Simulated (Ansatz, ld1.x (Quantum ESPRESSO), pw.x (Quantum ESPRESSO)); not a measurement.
**What a changed setting does to a pw.x run (sc Pt)**

Potential: ultrasoft, ld1.x (Quantum ESPRESSO) 7.5, PBE; core [Kr] 4d10 4f14, reference 5s2 5p6 5d9 6s1 6p0; waves: 5s (bound): rcut 1.45, rcutus 1.55 bohr; 6s (bound): rcut 1.45, rcutus 1.55 bohr; 5p (bound): rcut 1.45, rcutus 1.55 bohr; 6p (bound, empty): rcut 1.45, rcutus 1.55 bohr; 5d (bound): rcut 1.18, rcutus 1.26 bohr; 5d channel at 3.5 Ry: rcut 1.18, rcutus 1.26 bohr; local part: all-electron potential smoothed inside 1.35 bohr (lloc = -1); core correction: Bessel-smoothed model core, default radius (core density twice the valence density); augmentation: PSQ, radius 1.00 bohr.

The reference run (k-mesh 12³, cutoffs 135/900 Ry, Fermi–Dirac 0.01 Ry, mixing_beta 0.4, conv_thr 1e-9, no spin) gives -2.19 GPa at 18.193 Å³/atom, where all-electron LAPW gives -0.80 GPa. This run, with its own iteration cap, changes nspin = 2 with starting_magnetization to 0.2.

```
&control
  calculation='scf', prefix='x', pseudo_dir='./', outdir='./tmp', tstress=.true., disk_io='none'
/
&system
  ibrav=0, nat=1, ntyp=1, ecutwfc=135, ecutrho=900, nbnd=17,
  occupations='smearing', smearing='fd', degauss=0.01, nspin=2, starting_magnetization(1)=0.2
/
&electrons
  conv_thr=1e-09, mixing_beta=0.4, electron_maxstep=50
/
ATOMIC_SPECIES
Pt 1.0 Pt.UPF
CELL_PARAMETERS angstrom
  2.63007484 0.00000000 0.00000000
  0.00000000 2.63007484 0.00000000
  0.00000000 0.00000000 2.63007484
ATOMIC_POSITIONS crystal
Pt 0.0000 0.0000 0.0000
K_POINTS automatic
12 12 12 0 0 0
```

```bash
pw.x < Pt.scf.in > Pt.scf.out
```

**Question.** How does the run end?

**Answer.** It converges in 10 iterations; the free energy moves by +0.1 meV/atom and the pressure by -0.01 GPa. The result is that of the reference run.

```
Message from routine setup:
     using ibrav=0 with symmetry is DISCOURAGED, use correct ibrav instead
     lattice parameter (alat)  =       4.9701  a.u.
     unit-cell volume          =     122.7724 (a.u.)^3
     number of electrons       =        18.00
     number of Kohn-Sham states=           17
     kinetic-energy cutoff     =     135.0000  Ry
     charge density cutoff     =     900.0000  Ry
     scf convergence threshold =      1.0E-09
     Exchange-correlation= PBE
     atomic species   magnetization
     number of k points=    84  Fermi-Dirac smearing, width (Ry)=  0.0100
     iteration #  1     ecut=   135.00 Ry     beta= 0.40
     total energy              =    -381.04224396 Ry
     estimated scf accuracy    <       0.17761287 Ry
     total magnetization       =     1.00 Bohr mag/cell
     absolute magnetization    =     1.01 Bohr mag/cell
     iteration #  2     ecut=   135.00 Ry     beta= 0.40
     total energy              =    -381.08804551 Ry
     estimated scf accuracy    <       0.04133307 Ry
     total magnetization       =     0.74 Bohr mag/cell
     absolute magnetization    =     0.75 Bohr mag/cell
     iteration #  3     ecut=   135.00 Ry     beta= 0.40
     total energy              =    -381.10351247 Ry
     estimated scf accuracy    <       0.01537686 Ry
     total magnetization       =     0.55 Bohr mag/cell
     absolute magnetization    =     0.57 Bohr mag/cell
     [... 4 iterations left out ...]
     iteration #  8     ecut=   135.00 Ry     beta= 0.40
     total energy              =    -381.11024673 Ry
     estimated scf accuracy    <       0.00000017 Ry
     total magnetization       =     0.00 Bohr mag/cell
     absolute magnetization    =     0.00 Bohr mag/cell
     iteration #  9     ecut=   135.00 Ry     beta= 0.40
     total energy              =    -381.11024684 Ry
     estimated scf accuracy    <       0.00000003 Ry
     total magnetization       =     0.00 Bohr mag/cell
     absolute magnetization    =     0.00 Bohr mag/cell
     iteration # 10     ecut=   135.00 Ry     beta= 0.40
     the Fermi energy is    18.3124 ev
!    total energy              =    -381.11024689 Ry
     estimated scf accuracy    <          7.8E-10 Ry
     smearing contrib. (-TS)   =      -0.00598104 Ry
     The total energy is F=E-TS. E is the sum of the following terms:
     one-electron contribution =     -73.64865634 Ry
     hartree contribution      =      46.79232051 Ry
     xc contribution           =    -169.28576141 Ry
     ewald contribution        =    -184.96216861 Ry
     total magnetization       =    -0.00 Bohr mag/cell
     absolute magnetization    =     0.00 Bohr mag/cell
     convergence has been achieved in  10 iterations
          total   stress  (Ry/bohr**3)                   (kbar)     P=      -21.95
     Message from routine punch:
     Nothing written, as per user request (disk_io='none')
```

The run took about 1.7 min on one core of a shared host (Intel(R) Xeon(R) Platinum 8488C, 96 threads, 186 GiB, load 32).
